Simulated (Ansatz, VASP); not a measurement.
One calculation of Hf, two programs

INCAR

```
SYSTEM = Hf
  ALGO = Normal
  EDIFF = 1E-8
  ENCUT = 520
  GGA = CA
  ISIF = 2
  ISMEAR = -1
  LASPH = .TRUE.
  LCHARG = .FALSE.
  LEFG = .TRUE.
  LREAL = .FALSE.
  LWAVE = .FALSE.
  NBANDS = 11
  NELM = 100
  PREC = Accurate
  SIGMA = 0.03
```

KPOINTS

```
k-points
0
G
  13 13 13
  0 0 0
```

Contents of POSCAR:

```
Hf
1.0
    0.0000000000      2.1899963220      2.1899963220
    2.1899963220      0.0000000000      2.1899963220
    2.1899963220      2.1899963220      0.0000000000
Hf
1
Direct
    0.0000000000      0.0000000000      0.0000000000
```

Input for Ansatz:

```yaml
crystal:
  lattice:
    - [0.0, 2.189996322, 2.189996322]
    - [2.189996322, 0.0, 2.189996322]
    - [2.189996322, 2.189996322, 0.0]
  atoms:
    - { symbol: Hf, position: [0.0, 0.0, 0.0] }
kpoints:
  mp_grid: { grid: [13, 13, 13] }
scf:
  occupations: { method: fermi_dirac, width: 0.03 }
hamiltonian:
  xc: lda
  pseudopotentials: { kind: paw }
output:
  forces: true
  stress: true
  eigenvalues: true
  efg: { contact_densities: true }
  write_density: true
  write_potential: true
  elf: true
  volumetric_format: npy
```

Change from the starting cell: volume scaled by 0.96, PAW files.

Alike in both runs: task electric field gradients; functional LDA; k mesh 13 × 13 × 13; occupations fermi-dirac, width 0.03 eV; no spin polarisation.

|  | VASP | Ansatz |
| --- | --- | --- |
| version | VASP 6.6.1 | Ansatz 0.2.0 |
| potentials or method | VASP PAW LDA potentials, release 64 (Hf_pv) | PAW with Ansatz's default frozen-core files, scalar-relativistic |
| plane-wave cutoff (eV) | 520 | 420 |
| valence electrons in the cell | 10 | 26 |

```csv
,VASP,Ansatz,Ansatz less VASP
pressure (GPa),-1.2,-1.2,-0.04
Vzz of the field gradient on the site that differs most (V/Å²),0.0,0.0,0.00
```

The two sets of potentials don't hold the same shells in valence. Ansatz warned: «gradients_without_spin_orbit».

Spin-orbit coupling is left out, which matters for the levels of Hf.
